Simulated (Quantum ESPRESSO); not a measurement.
# black phosphorene, 1 layer, stepped through biaxial strain, part 5 of 6

Wanted: a table for black phosphorene, 1 layer against biaxial strain, and what can be fitted to it.

Quantum ESPRESSO 7.5; plane-wave DFT, PBE, GBRV ultrasoft pseudopotentials.

So far. Step 6 (Bands along a path, -4 %): Along this path the valence top lies near Γ and the conduction bottom at Γ. Step 7 (Relaxation with pw.x, -3 %): The relaxation lowers the energy by 10 meV an atom.

### 9. Relaxation with pw.x, 3 %

m7.relax.in reads:

```
&control
  prefix = 'm7.relax'
  outdir = './out'
  pseudo_dir = './pseudo'
  nstep = 40
  forc_conv_thr = 0.0003
  calculation = 'relax'
  tstress = .true.
/
&system
  ibrav = 0
  nat = 4
  ntyp = 1
  ecutwfc = 50
  ecutrho = 250
  occupations = 'smearing'
  smearing = 'fd'
  degauss = 0.002
/
&electrons
  conv_thr = 1e-09
  mixing_beta = 0.4
  electron_maxstep = 120
  mixing_mode = 'plain'
/
&ions
/
ATOMIC_SPECIES
  P   30.9738  p_pbe_v1.5.uspp.F.UPF
CELL_PARAMETERS angstrom
  4.75924506428000 0.00000000000000 0.00000000000000
  0.00000000000000 3.40047620939000 0.00000000000000
  0.00000000000000 0.00000000000000 17.24000000000000
ATOMIC_POSITIONS crystal
  P   0.088876791900 0.000000000000 0.438878701600
  P   0.411439913500 0.500000000000 0.438883251500
  P   0.588560086500 0.500000000000 0.561116748500
  P   0.911123208100 0.000000000000 0.561121298400
K_POINTS automatic
  8 10 1 0 0 0
```

Started as:

```console
$ OMP_NUM_THREADS=1 mpirun -n 4 pw.x -nk 4 -in m7.relax.in > m7.relax.out
```

What it wrote:

```text
[banner, memory and clock lines left out]
Program PWSCF v.7.5 starts
[...]
Message from routine setup:
[...]
number of electrons       =        20.00
     number of Kohn-Sham states=           14
     kinetic-energy cutoff     =      50.0000  Ry
     charge density cutoff     =     250.0000  Ry
[...]
number of k points=    30  Fermi-Dirac smearing, width (Ry)=  0.0020
[...]
Dense  grid:   125671 G-vectors     FFT dimensions: (  45,  36, 180)
[...]
negative rho (up, down):  7.780E-05 0.000E+00
     Starting wfcs are   16 randomized atomic wfcs
[...]
negative rho (up, down):  8.118E-06 0.000E+00
[...]
estimated scf accuracy    <       0.05764260 Ry
[...]
negative rho (up, down):  6.464E-05 0.000E+00
[...]
estimated scf accuracy    <       0.01781836 Ry
[...]
negative rho (up, down):  8.471E-05 0.000E+00
[...]
estimated scf accuracy    <       0.00031958 Ry
[...]
negative rho (up, down):  9.979E-05 0.000E+00
[...]
estimated scf accuracy    <       0.00008930 Ry
[...]
negative rho (up, down):  1.106E-04 0.000E+00
[...]
estimated scf accuracy    <       0.00000945 Ry
[...]
negative rho (up, down):  1.168E-04 0.000E+00
[...]
estimated scf accuracy    <       0.00000226 Ry
[...]
negative rho (up, down):  1.209E-04 0.000E+00
[...]
estimated scf accuracy    <       0.00000011 Ry
[...]
negative rho (up, down):  1.234E-04 0.000E+00
[...]
estimated scf accuracy    <       0.00000008 Ry
[...]
negative rho (up, down):  1.249E-04 0.000E+00
[...]
estimated scf accuracy    <          3.2E-09 Ry
[...]
negative rho (up, down):  1.272E-04 0.000E+00
[...]
the Fermi energy is    -1.3240 ev
!    total energy              =     -62.05875578 Ry
     estimated scf accuracy    <          3.5E-10 Ry
     smearing contrib. (-TS)   =      -0.00000000 Ry
     internal energy E=F+TS    =     -62.05875578 Ry
[...]
one-electron contribution =    -264.19229924 Ry
     hartree contribution      =     135.50009835 Ry
     xc contribution           =     -23.43068176 Ry
     ewald contribution        =      90.06412687 Ry
     convergence has been achieved in  10 iterations
     negative rho (up, down):  1.272E-04 0.000E+00
[...]
Total force =     0.038318     Total SCF correction =     0.000033
[...]
negative rho (up, down):  1.272E-04 0.000E+00
[...]
negative rho (up, down):  1.298E-04 0.000E+00
[...]
negative rho (up, down):  1.273E-04 0.000E+00
[...]
estimated scf accuracy    <       0.00002258 Ry
[...]
negative rho (up, down):  1.267E-04 0.000E+00
[...]
estimated scf accuracy    <       0.00000665 Ry
[...]
negative rho (up, down):  1.265E-04 0.000E+00
[...]
estimated scf accuracy    <       0.00000047 Ry
[...]
negative rho (up, down):  1.265E-04 0.000E+00
[...]
estimated scf accuracy    <       0.00000006 Ry
[...]
negative rho (up, down):  1.266E-04 0.000E+00
[...]
estimated scf accuracy    <          3.8E-09 Ry
[...]
negative rho (up, down):  1.267E-04 0.000E+00
[...]
the Fermi energy is    -1.2433 ev
!    total energy              =     -62.05996821 Ry
     estimated scf accuracy    <          9.5E-10 Ry
     smearing contrib. (-TS)   =      -0.00000000 Ry
     internal energy E=F+TS    =     -62.05996821 Ry
[...]
one-electron contribution =    -264.60845696 Ry
     hartree contribution      =     135.69497709 Ry
     xc contribution           =     -23.44589496 Ry
     ewald contribution        =      90.29940662 Ry
     convergence has been achieved in   6 iterations
     negative rho (up, down):  1.267E-04 0.000E+00
[...]
Total force =     0.025047     Total SCF correction =     0.000034
[...]
negative rho (up, down):  1.267E-04 0.000E+00
[...]
negative rho (up, down):  1.302E-04 0.000E+00
[...]
negative rho (up, down):  1.270E-04 0.000E+00
[...]
estimated scf accuracy    <       0.00002783 Ry
[...]
negative rho (up, down):  1.261E-04 0.000E+00
[...]
estimated scf accuracy    <       0.00000820 Ry
[...]
negative rho (up, down):  1.260E-04 0.000E+00
[...]
estimated scf accuracy    <       0.00000054 Ry
[...]
negative rho (up, down):  1.260E-04 0.000E+00
[...]
estimated scf accuracy    <       0.00000008 Ry
[...]
negative rho (up, down):  1.260E-04 0.000E+00
[...]
estimated scf accuracy    <          3.2E-09 Ry
[...]
negative rho (up, down):  1.261E-04 0.000E+00
[...]
estimated scf accuracy    <          3.9E-10 Ry
[...]
negative rho (up, down):  1.262E-04 0.000E+00
[...]
the Fermi energy is    -1.2379 ev
!    total energy              =     -62.06071786 Ry
     estimated scf accuracy    <          4.8E-11 Ry
     smearing contrib. (-TS)   =      -0.00000000 Ry
     internal energy E=F+TS    =     -62.06071786 Ry
[...]
one-electron contribution =    -265.20577036 Ry
     hartree contribution      =     135.97831430 Ry
     xc contribution           =     -23.46418208 Ry
     ewald contribution        =      90.63092029 Ry
     convergence has been achieved in   7 iterations
     negative rho (up, down):  1.262E-04 0.000E+00
[...]
Total force =     0.011170     Total SCF correction =     0.000004
[...]
negative rho (up, down):  1.262E-04 0.000E+00
[...]
negative rho (up, down):  1.291E-04 0.000E+00
[...]
negative rho (up, down):  1.268E-04 0.000E+00
[...]
estimated scf accuracy    <       0.00001737 Ry
[...]
negative rho (up, down):  1.261E-04 0.000E+00
[...]
estimated scf accuracy    <       0.00000516 Ry
[...]
negative rho (up, down):  1.259E-04 0.000E+00
[...]
estimated scf accuracy    <       0.00000015 Ry
[...]
negative rho (up, down):  1.259E-04 0.000E+00
[...]
estimated scf accuracy    <       0.00000002 Ry
[...]
negative rho (up, down):  1.259E-04 0.000E+00
[...]
estimated scf accuracy    <          8.9E-10 Ry
[...]
negative rho (up, down):  1.259E-04 0.000E+00
[...]
estimated scf accuracy    <          1.6E-10 Ry
[...]
negative rho (up, down):  1.260E-04 0.000E+00
[...]
the Fermi energy is    -1.2292 ev
!    total energy              =     -62.06090873 Ry
     estimated scf accuracy    <          7.7E-12 Ry
     smearing contrib. (-TS)   =      -0.00000000 Ry
     internal energy E=F+TS    =     -62.06090873 Ry
[...]
one-electron contribution =    -265.83515527 Ry
     hartree contribution      =     136.28045718 Ry
     xc contribution           =     -23.47992376 Ry
     ewald contribution        =      90.97371311 Ry
     convergence has been achieved in   7 iterations
     negative rho (up, down):  1.260E-04 0.000E+00
[...]
Total force =     0.004697     Total SCF correction =     0.000003
[...]
negative rho (up, down):  1.260E-04 0.000E+00
[...]
negative rho (up, down):  1.266E-04 0.000E+00
[...]
negative rho (up, down):  1.262E-04 0.000E+00
[...]
estimated scf accuracy    <       0.00000067 Ry
[...]
negative rho (up, down):  1.260E-04 0.000E+00
[...]
estimated scf accuracy    <       0.00000018 Ry
[...]
negative rho (up, down):  1.259E-04 0.000E+00
[...]
estimated scf accuracy    <          9.8E-09 Ry
[...]
negative rho (up, down):  1.259E-04 0.000E+00
[...]
estimated scf accuracy    <       0.00000001 Ry
[...]
negative rho (up, down):  1.259E-04 0.000E+00
[...]
estimated scf accuracy    <          1.4E-09 Ry
[...]
negative rho (up, down):  1.258E-04 0.000E+00
[...]
estimated scf accuracy    <          1.6E-10 Ry
[...]
negative rho (up, down):  1.258E-04 0.000E+00
[...]
the Fermi energy is    -1.2287 ev
!    total energy              =     -62.06092788 Ry
     estimated scf accuracy    <          3.3E-12 Ry
     smearing contrib. (-TS)   =      -0.00000000 Ry
     internal energy E=F+TS    =     -62.06092788 Ry
[...]
one-electron contribution =    -266.01072569 Ry
     hartree contribution      =     136.36653828 Ry
     xc contribution           =     -23.48238010 Ry
     ewald contribution        =      91.06563964 Ry
     convergence has been achieved in   7 iterations
     negative rho (up, down):  1.258E-04 0.000E+00
[...]
Total force =     0.003196     Total SCF correction =     0.000001
[...]
negative rho (up, down):  1.258E-04 0.000E+00
[...]
negative rho (up, down):  1.265E-04 0.000E+00
[...]
negative rho (up, down):  1.261E-04 0.000E+00
[...]
estimated scf accuracy    <       0.00000078 Ry
[...]
negative rho (up, down):  1.259E-04 0.000E+00
[...]
estimated scf accuracy    <       0.00000021 Ry
[...]
negative rho (up, down):  1.257E-04 0.000E+00
[...]
estimated scf accuracy    <       0.00000001 Ry
[...]
negative rho (up, down):  1.257E-04 0.000E+00
[...]
estimated scf accuracy    <          2.6E-09 Ry
[...]
negative rho (up, down):  1.256E-04 0.000E+00
[...]
estimated scf accuracy    <          1.5E-09 Ry
[...]
negative rho (up, down):  1.256E-04 0.000E+00
[...]
estimated scf accuracy    <          3.6E-11 Ry
[...]
negative rho (up, down):  1.256E-04 0.000E+00
[...]
the Fermi energy is    -1.2287 ev
!    total energy              =     -62.06094045 Ry
     estimated scf accuracy    <          5.7E-12 Ry
     smearing contrib. (-TS)   =      -0.00000000 Ry
     internal energy E=F+TS    =     -62.06094045 Ry
[...]
one-electron contribution =    -266.19015795 Ry
     hartree contribution      =     136.45495543 Ry
     xc contribution           =     -23.48442239 Ry
     ewald contribution        =      91.15868446 Ry
     convergence has been achieved in   7 iterations
     negative rho (up, down):  1.256E-04 0.000E+00
[...]
Total force =     0.001111     Total SCF correction =     0.000006
[...]
negative rho (up, down):  1.256E-04 0.000E+00
[...]
negative rho (up, down):  1.259E-04 0.000E+00
[...]
negative rho (up, down):  1.257E-04 0.000E+00
[...]
estimated scf accuracy    <       0.00000020 Ry
[...]
negative rho (up, down):  1.256E-04 0.000E+00
[...]
estimated scf accuracy    <       0.00000005 Ry
[...]
negative rho (up, down):  1.255E-04 0.000E+00
[...]
estimated scf accuracy    <          3.1E-09 Ry
[...]
negative rho (up, down):  1.255E-04 0.000E+00
[...]
estimated scf accuracy    <          7.8E-10 Ry
[...]
negative rho (up, down):  1.255E-04 0.000E+00
[...]
estimated scf accuracy    <          2.4E-10 Ry
[...]
negative rho (up, down):  1.255E-04 0.000E+00
[...]
the Fermi energy is    -1.1540 ev
!    total energy              =     -62.06094210 Ry
     estimated scf accuracy    <          4.5E-12 Ry
     smearing contrib. (-TS)   =      -0.00000000 Ry
     internal energy E=F+TS    =     -62.06094210 Ry
[...]
one-electron contribution =    -266.27812887 Ry
     hartree contribution      =     136.49835061 Ry
     xc contribution           =     -23.48536114 Ry
     ewald contribution        =      91.20419730 Ry
     convergence has been achieved in   6 iterations
     negative rho (up, down):  1.255E-04 0.000E+00
[...]
Total force =     0.000088     Total SCF correction =     0.000002
[...]
negative rho (up, down):  1.255E-04 0.000E+00
[...]
```

Elapsed: 3.7 min, on 4 MPI ranks of Intel Xeon at 2.70GHz, shared host; peak memory 0.92 GiB.

Relaxation path:

```
step  energy less that of the first step (eV)  largest force (eV/Å)
   1                                   0.0000                0.4963
   2                                  -0.0165                0.3252
   3                                  -0.0267                0.1457
   4                                  -0.0293                0.0613
   5                                  -0.0296                0.0421
   6                                  -0.0297                0.0151
   7                                  -0.0297                0.0011
```

The atoms that moved most (Å):

```
atom      dx     dy      dz  length
  P3   0.028  0.000  -0.014   0.031
  P2  -0.028  0.000   0.014   0.031
  P1   0.027  0.000   0.014   0.030
  P4  -0.027  0.000  -0.014   0.030
```

The relaxation lowers the energy by 7 meV an atom.

Read from the output:

- free energy: -844.3821 eV
- Fermi energy: -1.154 eV

### 10. Ground state, 3 %

m7.scf.in reads:

```
&control
  prefix = 'm7.scf'
  outdir = './out'
  pseudo_dir = './pseudo'
  calculation = 'scf'
  tprnfor = .true.
/
&system
  ibrav = 0
  nat = 4
  ntyp = 1
  ecutwfc = 40
  ecutrho = 200
  occupations = 'smearing'
  smearing = 'fd'
  degauss = 0.002
  nbnd = 14
/
&electrons
  conv_thr = 1e-09
  mixing_beta = 0.4
  electron_maxstep = 120
  mixing_mode = 'plain'
/
ATOMIC_SPECIES
  P   30.9738  p_pbe_v1.5.uspp.F.UPF
CELL_PARAMETERS angstrom
  4.75924506428000 0.00000000000000 0.00000000000000
  0.00000000000000 3.40047620939000 0.00000000000000
  0.00000000000000 0.00000000000000 17.24000000000000
ATOMIC_POSITIONS crystal
  P   0.094511101900 0.000000000000 0.439703892600
  P   0.405576133500 0.500000000000 0.439703909700
  P   0.594423866500 0.500000000000 0.560296090300
  P   0.905488898100 0.000000000000 0.560296107400
K_POINTS automatic
  8 10 1 0 0 0
```

Started as:

```console
$ OMP_NUM_THREADS=1 mpirun -n 4 pw.x -nk 4 -in m7.scf.in > m7.scf.out
```

What it wrote:

```text
[banner, memory and clock lines left out]
Program PWSCF v.7.5 starts
[...]
Message from routine setup:
[...]
number of electrons       =        20.00
     number of Kohn-Sham states=           14
     kinetic-energy cutoff     =      40.0000  Ry
     charge density cutoff     =     200.0000  Ry
[...]
number of k points=    30  Fermi-Dirac smearing, width (Ry)=  0.0020
[...]
Dense  grid:    89971 G-vectors     FFT dimensions: (  45,  30, 150)
[...]
negative rho (up, down):  1.109E-04 0.000E+00
     Starting wfcs are   16 randomized atomic wfcs
[...]
negative rho (up, down):  1.758E-04 0.000E+00
[...]
estimated scf accuracy    <       0.06060271 Ry
[...]
negative rho (up, down):  2.470E-04 0.000E+00
[...]
estimated scf accuracy    <       0.01854784 Ry
[...]
negative rho (up, down):  2.625E-04 0.000E+00
[...]
estimated scf accuracy    <       0.00034373 Ry
[...]
negative rho (up, down):  2.709E-04 0.000E+00
[...]
estimated scf accuracy    <       0.00009486 Ry
[...]
negative rho (up, down):  2.788E-04 0.000E+00
[...]
estimated scf accuracy    <       0.00000908 Ry
[...]
negative rho (up, down):  2.827E-04 0.000E+00
[...]
estimated scf accuracy    <       0.00000210 Ry
[...]
negative rho (up, down):  2.855E-04 0.000E+00
[...]
estimated scf accuracy    <       0.00000015 Ry
[...]
negative rho (up, down):  2.873E-04 0.000E+00
[...]
estimated scf accuracy    <       0.00000005 Ry
[...]
negative rho (up, down):  2.885E-04 0.000E+00
[...]
estimated scf accuracy    <          2.2E-09 Ry
[...]
negative rho (up, down):  2.903E-04 0.000E+00
[...]
the Fermi energy is    -1.1540 ev
!    total energy              =     -62.06086114 Ry
     estimated scf accuracy    <          5.8E-10 Ry
     smearing contrib. (-TS)   =      -0.00000000 Ry
     internal energy E=F+TS    =     -62.06086114 Ry
[...]
one-electron contribution =    -266.27768437 Ry
     hartree contribution      =     136.49806353 Ry
     xc contribution           =     -23.48543756 Ry
     ewald contribution        =      91.20419725 Ry
     convergence has been achieved in  10 iterations
     negative rho (up, down):  2.903E-04 0.000E+00
[...]
Total force =     0.000094     Total SCF correction =     0.000037
[...]
```

Elapsed: 28 s, on 4 MPI ranks; peak memory 0.69 GiB; 1.8 min of CPU time.

Numbers from this step:

- free energy: -844.3810 eV
- valence top, on the run's zero: -1.786 eV
- conduction bottom, on the run's zero: -0.6098 eV
- gap by band count: 1.176 eV

(Continued in part 6 of 6.)

[Logs are printed without paths, hosts, clocks, repeated set-up lines and the standing remarks that a program may print on its own settings, such as how far it seeks lower states.]

[Hosts, paths, dates, database ids (printed as entryN), source tags and the programs' standing remarks are cut or masked in the printed files.]

[Maps of the electrostatic potential energy from Ansatz leave out the sawtooth potential of an applied field or a dipole correction, so their vacuum need not be flat; planar profiles and work functions include it.]
